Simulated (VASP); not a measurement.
# InAs: relaxation of cell and atoms with r2SCAN

The system is InAs.

```
CELL_PARAMETERS angstrom
0.00000 3.01800 3.01800
3.01800 0.00000 3.01800
3.01800 3.01800 0.00000
ATOMIC_POSITIONS crystal
In 0.00000 0.00000 0.00000
As 0.75000 0.75000 0.75000
```

```json
{
  "Program": "VASP 6.6.1",
  "Task": "relaxation of cell and atoms",
  "Functional": "r2SCAN",
  "Potentials or basis": "VASP PAW PBE potentials, release 64 (In_d, As)",
  "Cutoff": "600 eV",
  "k mesh": "8 × 8 × 8",
  "Occupations": "gaussian, width 0.05 eV",
  "Spin": "no spin polarisation",
  "Further INCAR settings": "ALGO = Normal; EDIFF = 1e-06; IBRION = 2; EDIFFG = -0.01; NSW = 60; ISIF = 3"
}
```

```
Relaxed volume                         : 28.51 Å³/atom
Relaxed cell                           : a = 4.321 Å, b = 4.321 Å, c = 4.321 Å, α = 60.00°, β = 60.00°, γ = 60.00°
Space group after relaxing (to 0.05 Å) : F-43m (No. 216)
Energy gained by relaxing              : 6.9 meV/atom
Ionic steps                            : 3
Pressure after relaxing                : 0.0 GPa
Band gap on the k mesh                 : 0.08 eV, direct
```

Step by step:
```csv
step,energy change (eV),largest force (eV/Å),pressure (GPa),volume (Å³)
1,0.0000,0.0000,2.28,54.98
2,-0.0100,0.0000,-1.83,58.15
3,-0.0138,0.0000,-0.02,57.03
```

Final structure:
```
In As
1.0
     0.00000    3.05509    3.05509
     3.05509    0.00000    3.05509
     3.05509    3.05509    0.00000
In As
1 1
Direct
  0.00000 0.00000 0.00000
  0.75000 0.75000 0.75000
```

Levels at points of the mesh, in eV from the valence-band top:
| k point | band 7 | band 8 | band 9 | band 10 | band 11 | band 12 |
| --- | --- | --- | --- | --- | --- | --- |
| (0.00, 0.00, 0.00) | 0.00 | 0.00 | 0.00 | 0.08 | 4.26 | 4.26 |
| (0.50, 0.00, 0.00) | -5.72 | -0.97 | -0.97 | 1.25 | 5.03 | 5.03 |
| (0.50, 0.50, 0.00) | -5.80 | -2.29 | -2.29 | 1.87 | 2.34 | 9.62 |

Run time: 6.2 min on 1 thread of Intel(R) Xeon(R) Platinum 8259CL CPU @ 2.50GHz (Skylake/Cascade Lake) (shared host), peak memory 0.24 GiB.

Caveat: the PAW data sets were made with another functional, which shifts forces and pressure a little; spin-orbit coupling is left out, which moves the levels of the heavy elements. r2SCAN opens gaps a little over a GGA but as a rule still falls short of measured ones.
